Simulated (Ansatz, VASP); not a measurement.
# KBr: VASP beside Ansatz

```
CELL_PARAMETERS angstrom
3.82665 0.00000 0.00000
0.00000 3.82665 0.00000
0.00000 0.00000 3.82665
ATOMIC_POSITIONS crystal
K 0.00000 0.00000 0.00000
Br 0.50000 0.50000 0.50000
```

Measurements of this composition are mostly on another form, of space group No. 225.

Alike in both runs: task single point; functional LDA; k mesh 11 × 11 × 11; occupations fermi-dirac, width 0.1 eV; no spin polarisation.

```csv
,VASP,Ansatz
version,VASP 6.6.1,Ansatz 0.2.0
potentials or method,"VASP PAW LDA potentials, release 64 (K_sv, Br), cutoff 520 eV","all-electron LAPW, scalar-relativistic"
```

```csv
,VASP,Ansatz,Ansatz less VASP
gap on the k mesh at the Fermi level (eV),4.06,4.05,-0.011
pressure (GPa),0.1,0.0,-0.11
```

Ansatz ran all-electron here, so the differences hold the error of VASP's frozen core and of both bases.

Caveats: an odd mesh through Γ misses points on the zone boundary, where band edges often lie. Expect the measured gap to be larger: semilocal functionals such as LDA lack the derivative discontinuity.
